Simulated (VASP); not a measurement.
# BiH3 (I4/mmm) in VASP: optical spectrum with optB88-vdW

Aim: the optical spectrum of BiH3 with optB88-vdW.

All numbers are computed with VASP 6.6.1; they aren't measurements. Logs are shortened: lines on timing, memory, paths and dates and some standing lists are left out, and cuts for length are marked.

## (1) The undisturbed crystal

It takes space group I4/mmm (No. 139, tetragonal). Conventional cell: a = 4.769 Å, b = 4.769 Å, c = 5.571 Å, α = 90.00°, β = 90.00°, γ = 90.00°. Bi (site symmetry 4/mmm) is surrounded by 2 H at 1.84 Å. Around H (site symmetry 4mm) lie 1 H at 0.94 Å. H (site symmetry 4/mmm) has 2 H at 0.94 Å as nearest neighbours.

The cell was built by a generator and needn't be a form met in nature.

## (2) Optical spectrum, optB88-vdW, spin-orbit coupling, no magnetisation (volume scaled by 0.8)

The input, INCAR:

```
SYSTEM = BiH3
  AGGAC = 0.0
  ALGO = Normal
  CSHIFT = 0.1
  EDIFF = 1E-7
  ENCUT = 520
  GGA = BO
  GGA_COMPAT = .False.
  ISIF = 2
  ISMEAR = -1
  LASPH = .True.
  LCHARG = .False.
  LOPTICS = .True.
  LORBIT = 11
  LREAL = .False.
  LSORBIT = .True.
  LUSE_VDW = .True.
  LWAVE = .False.
  MAGMOM = 0 0 0 0 0 0 0 0 0 0 0 0
  NBANDS = 66
  NEDOS = 2000
  NELM = 100
  PARAM1 = 0.1833333333
  PARAM2 = 0.22
  PREC = Accurate
  SIGMA = 0.1
```

The input, KPOINTS:

```
k-points
0
Gamma
  6 6 6
  0 0 0
```

The input, POSCAR:

```
BiH3
1.0
   -2.2135531339      2.2135531339      2.5857490161
    2.2135531339     -2.2135531339      2.5857490161
    2.2135531339      2.2135531339     -2.5857490161
Bi H
1 3
Direct
    0.5000000000      0.5000000000      0.0000000000
    0.8310211500      0.8310211500      0.0000000000
    0.1689788500      0.1689788500      0.0000000000
    0.0000000000      0.0000000000      0.0000000000
```

Potentials or basis: VASP PAW PBE potentials, release 64 (Bi_d, H).

On the command line:

```
> cat potpaw_PBE.64/Bi_d/POTCAR potpaw_PBE.64/H/POTCAR > POTCAR
> mpirun -np 1 vasp_ncl > vasp.out
```

OUTCAR:

```text
SYSTEM = BiH3
   EDIFF = 1E-7
   ENCUT = 520
   GGA = BO
   ISIF = 2
   ISMEAR = -1
   LASPH = .True.
   LORBIT = 11
   LREAL = .False.
   LSORBIT = .True.
   NELM = 100
   PREC = Accurate

 ion  position               nearest neighbor table
   1  0.500  0.500  0.000-   2 1.71   3 1.71
   2  0.831  0.831  0.000-   4 0.87   1 1.71
   3  0.169  0.169  0.000-   4 0.87   1 1.71
   4  0.000  0.000  0.000-   2 0.87   3 0.87

  LATTYP: Found a body centered tetragonal cell.
 ALAT       =     4.4271062678
 C/A-ratio  =     1.1681440922

  Lattice vectors:

 A1 = (  -2.2135531339,   2.2135531339,   2.5857490161)
 A2 = (   2.2135531339,  -2.2135531339,   2.5857490161)
 A3 = (   2.2135531339,   2.2135531339,  -2.5857490161)

Analysis of symmetry for initial positions (statically):
=====================================================================
 Subroutine PRICEL returns:
 Original cell was already a primitive cell.

 Routine SETGRP: Setting up the symmetry group for a
 body centered tetragonal supercell.

 Subroutine GETGRP returns: Found 16 space group operations
 (whereof 16 operations were pure point group operations)
 out of a pool of 16 trial point group operations.

The static configuration has the point symmetry D_4h.

Analysis of symmetry for dynamics (positions and initial velocities):
=====================================================================
 Subroutine PRICEL returns:
 Original cell was already a primitive cell.

 Routine SETGRP: Setting up the symmetry group for a
 body centered tetragonal supercell.

 Subroutine GETGRP returns: Found 16 space group operations
 (whereof 16 operations were pure point group operations)
 out of a pool of 16 trial point group operations.

The dynamic configuration has the point symmetry D_4h.

Analysis of structural, dynamic, and magnetic symmetry:
=====================================================================
 Subroutine PRICEL returns:
 Original cell was already a primitive cell.

 Routine SETGRP: Setting up the symmetry group for a
 body centered tetragonal supercell.

 Subroutine GETGRP returns: Found 16 space group operations
 (whereof 16 operations were pure point group operations)
 out of a pool of 16 trial point group operations.

The overall configuration has the point symmetry D_4h.

 Subroutine INISYM returns: Found 16 space group operations
 (whereof 16 operations are pure point group operations),
 and found     1 'primitive' translations

----------------------------------------------------------------------------------------

                                     Primitive cell

  volume of cell :      50.6788

  direct lattice vectors                    reciprocal lattice vectors
    -2.213553134  2.213553134  2.585749016     0.000000000  0.225881183  0.193367569
     2.213553134 -2.213553134  2.585749016     0.225881183  0.000000000  0.193367569
     2.213553134  2.213553134 -2.585749016     0.225881183  0.225881183  0.000000000

  length of vectors
     4.060262667  4.060262667  4.060262667     0.297343783  0.297343783  0.319444232

  position of ions in fractional coordinates (direct lattice)
     0.500000000  0.500000000  0.000000000
     0.831021150  0.831021150  0.000000000
     0.168978850  0.168978850  0.000000000
     0.000000000  0.000000000  0.000000000

  ion indices of the primitive-cell ions
   primitive index   ion index
                 1           1
                 2           2
                 3           3
                 4           4

[... 954 lines left out ...]

  FREE ENERGIE OF THE ION-ELECTRON SYSTEM (eV)
  ---------------------------------------------------
  free  energy   TOTEN  =        -7.9623379425 eV

  energy  without entropy=       -7.9184409302  energy(sigma->0) =       -7.94038944

Total vdW correction in eV:      3.1294610

 electrical conductivity sigma (Mega S m-1) (frequency dependency in vasprun.xml)
  --------------------------------------------------------------------------------------
       0.051       0.000       0.000
       0.000       0.051       0.000
       0.000       0.000       0.046

  frequency dependent IMAGINARY DIELECTRIC FUNCTION (independent particle, no local field effects) density-density
     E(ev)      X         Y         Z        XY        YZ        ZX
  --------------------------------------------------------------------------------------------------------------
     0.00000     0.00000     0.00000     0.00000     0.00000     0.00000     0.00000
     0.66471     1.74369     1.74369    20.55746     0.00000     0.00000    -0.00000
     1.32942    11.88075    11.88075    63.85173     0.00000    -0.00000     0.00000
     1.99414    10.29661    10.29661    12.89525     0.00000    -0.00000    -0.00000
     2.65885     2.96161     2.96161     7.82327     0.00000    -0.00000    -0.00000
     3.32356     0.97897     0.97897     2.05419     0.00000    -0.00000     0.00000
[... 92 lines left out ...]
    65.14179     0.00051     0.00051     0.00040     0.00000     0.00000    -0.00000
    65.80650     0.00049     0.00049     0.00037     0.00000     0.00000    -0.00000

  frequency dependent      REAL DIELECTRIC FUNCTION (independent particle, no local field effects) density-density
     E(ev)        X           Y           Z          XY          YZ          ZX
  --------------------------------------------------------------------------------------------------------------
     0.00000    11.04769    11.04769    43.22944     0.00000    -0.00000    -0.00000
     0.66471    13.18914    13.18914    45.00224     0.00000    -0.00000    -0.00000
     1.32942     9.16675     9.16675   -16.31393     0.00000    -0.00000     0.00000
     1.99414    -1.20880    -1.20880    -7.18490     0.00000    -0.00000    -0.00000
     2.65885    -1.62184    -1.62184    -8.90754     0.00000    -0.00000     0.00000
     3.32356     0.63718     0.63718    -5.04881     0.00000     0.00000     0.00000
[... 92 lines left out ...]
    65.14179     0.88798     0.88798     0.91793    -0.00000     0.00000    -0.00000
    65.80650     0.89131     0.89131     0.92050    -0.00000     0.00000    -0.00000

  frequency dependent IMAGINARY DIELECTRIC FUNCTION (independent particle, no local field effects) current-current
     E(ev)      X         Y         Z        XY        YZ        ZX
  --------------------------------------------------------------------------------------------------------------
     0.00000    66.30476    66.30476   335.82612     0.00000    -0.00000    -0.00000
     0.66471     6.48412     6.48412    39.29546     0.00000    -0.00000    -0.00000
     1.32942    13.23783    13.23783    55.05741     0.00000     0.00000    -0.00000
     1.99414     9.62130     9.62130    12.44186     0.00000     0.00000    -0.00000
     2.65885     2.61625     2.61625     6.88624     0.00000     0.00000    -0.00000
     3.32356     0.93341     0.93341     1.66241     0.00000     0.00000    -0.00000
[... 92 lines left out ...]
    65.14179     0.00017     0.00017     0.00015    -0.00000    -0.00000     0.00000
    65.80650     0.00016     0.00016     0.00013    -0.00000    -0.00000     0.00000

  frequency dependent      REAL DIELECTRIC FUNCTION (independent particle, no local field effects) current-current
     E(ev)        X           Y           Z          XY          YZ          ZX
  --------------------------------------------------------------------------------------------------------------
     0.00000    11.49483    11.49483    41.94328     0.00000     0.00000    -0.00000
     0.66471    13.29352    13.29352    39.51833     0.00000     0.00000    -0.00000
     1.32942     6.52802     6.52802   -32.71489     0.00000     0.00000    -0.00000
     1.99414    -2.60079    -2.60079    -8.32713    -0.00000     0.00000    -0.00000
     2.65885    -1.78185    -1.78185    -9.56173     0.00000     0.00000     0.00000
     3.32356     0.61030     0.61030    -5.10766    -0.00000    -0.00000     0.00000
[... 92 lines left out ...]
    65.14179     0.88793     0.88793     0.91771    -0.00000    -0.00000     0.00000
    65.80650     0.89125     0.89125     0.92028    -0.00000    -0.00000     0.00000

 Spin-Orbit-Coupling matrix elements

 Ion:    1  E_soc:     -1.9612118
 l=   1
     0.0000000    -0.2228009    -0.3352742
    -0.2228009     0.0000000    -0.2228009
    -0.3352742    -0.2228009     0.0000000
 l=   2
     0.0000000    -0.0132775     0.0000000    -0.0132775    -0.0527079
    -0.0132775     0.0000000    -0.0401887    -0.0134849    -0.0133023
     0.0000000    -0.0401887     0.0000000    -0.0401887     0.0000000
    -0.0132775    -0.0134849    -0.0401887     0.0000000    -0.0133023
    -0.0527079    -0.0133023     0.0000000    -0.0133023     0.0000000
 l=   3
     0.0000000     0.0000000     0.0000000     0.0000000     0.0000000     0.0000000     0.0000000
     0.0000000     0.0000000     0.0000000     0.0000000     0.0000000     0.0000000     0.0000000
     0.0000000     0.0000000     0.0000000     0.0000000     0.0000000     0.0000000     0.0000000
     0.0000000     0.0000000     0.0000000     0.0000000     0.0000000     0.0000000     0.0000000
[... 49 lines left out ...]
 l=   2
     0.0000000     0.0000000     0.0000000     0.0000000     0.0000000
     0.0000000     0.0000000     0.0000000     0.0000000     0.0000000
     0.0000000     0.0000000     0.0000000     0.0000000     0.0000000
     0.0000000     0.0000000     0.0000000     0.0000000     0.0000000
     0.0000000     0.0000000     0.0000000     0.0000000     0.0000000
 l=   3
     0.0000000     0.0000000     0.0000000     0.0000000     0.0000000     0.0000000     0.0000000
     0.0000000     0.0000000     0.0000000     0.0000000     0.0000000     0.0000000     0.0000000
     0.0000000     0.0000000     0.0000000     0.0000000     0.0000000     0.0000000     0.0000000
     0.0000000     0.0000000     0.0000000     0.0000000     0.0000000     0.0000000     0.0000000
     0.0000000     0.0000000     0.0000000     0.0000000     0.0000000     0.0000000     0.0000000
     0.0000000     0.0000000     0.0000000     0.0000000     0.0000000     0.0000000     0.0000000
     0.0000000     0.0000000     0.0000000     0.0000000     0.0000000     0.0000000     0.0000000

 total charge

# of ion       s       p       d       tot
------------------------------------------
    1        1.503   1.489   9.938  12.930
    2        0.598   0.039   0.000   0.637
    3        0.598   0.039   0.000   0.637
    4        0.615   0.045   0.000   0.660
--------------------------------------------------
tot          3.313   1.612   9.938  14.863

 magnetization (x)

# of ion       s       p       d       tot
------------------------------------------
    1        0.000   0.000  -0.000   0.000
    2       -0.000   0.000   0.000  -0.000
    3       -0.000   0.000   0.000  -0.000
    4       -0.000   0.000   0.000  -0.000
--------------------------------------------------
tot         -0.000   0.000  -0.000  -0.000

 magnetization (y)

# of ion       s       p       d       tot
------------------------------------------
    1        0.000   0.000   0.000   0.000
    2        0.000   0.000   0.000   0.000
    3        0.000   0.000   0.000   0.000
    4        0.000   0.000   0.000   0.000
--------------------------------------------------
tot          0.000   0.000   0.000   0.000

 magnetization (z)

# of ion       s       p       d       tot
------------------------------------------
    1        0.000   0.000   0.000   0.000
    2        0.000   0.000   0.000   0.000
    3        0.000   0.000   0.000   0.000
    4        0.000   0.000   0.000   0.000
--------------------------------------------------
tot          0.000   0.000   0.000   0.000
```

Run time: 3.7 min. Hardware: 1 thread of Intel Xeon Platinum 8559C (Emerald Rapids), shared host; peak memory 0.59 GiB.

Results:

- Free energy: -7.9623 eV
- Pressure: 15.2 GPa
- Largest force: 1.828 eV/Å
- Valence electrons inside the program's atomic spheres: Bi 12.93; H 0.64, 0.66

Forces in eV/Å, atoms in the order of the input:
```
Bi   0.000  0.000  0.000
H    0.000  0.000  1.828
H    0.000  0.000 -1.828
H    0.000  0.000  0.000
```

Stress tensor (GPa, compression positive):
```
 0.33  0.00  0.00
 0.00  0.33  0.00
 0.00  0.00 45.07
```

Dielectric function (mean over the directions given):
| energy (eV) | real part | imaginary part |
| --- | --- | --- |
| 0.30 | 22.95 | 2.66 |
| 0.90 | 26.95 | 15.18 |
| 1.60 | -3.90 | 16.19 |
| 2.29 | -4.61 | 8.67 |
| 2.99 | -2.99 | 2.59 |
| 3.59 | -0.23 | 1.15 |
| 4.29 | 1.33 | 1.43 |
| 4.99 | 2.19 | 1.61 |
| 5.68 | 1.29 | 2.48 |
| 6.38 | 1.53 | 2.18 |
| 6.98 | 0.43 | 2.33 |
| 7.68 | 1.32 | 2.40 |
| 8.38 | 0.80 | 1.80 |
| 9.07 | 0.30 | 1.63 |
| 9.77 | 0.84 | 1.63 |
| 10.37 | 0.73 | 1.52 |
| 11.07 | 0.69 | 1.25 |
| 11.77 | 0.35 | 1.72 |
| 12.46 | 0.25 | 1.11 |
| 13.16 | 0.34 | 1.01 |
| 13.76 | 0.22 | 1.08 |
| 14.46 | 0.18 | 0.86 |
| 15.16 | 0.34 | 0.73 |
| 15.85 | 0.26 | 0.46 |
| 16.55 | 0.46 | 0.44 |
| 17.15 | 0.47 | 0.43 |
| 17.85 | 0.51 | 0.33 |
| 18.55 | 0.59 | 0.36 |
| 19.24 | 0.64 | 0.31 |
| 19.94 | 0.69 | 0.27 |

Caveat: spectra need much finer meshes, so this one isn't converged; independent-particle spectra lack excitons; the PAW data sets were made with another functional, which shifts forces and pressure a little.
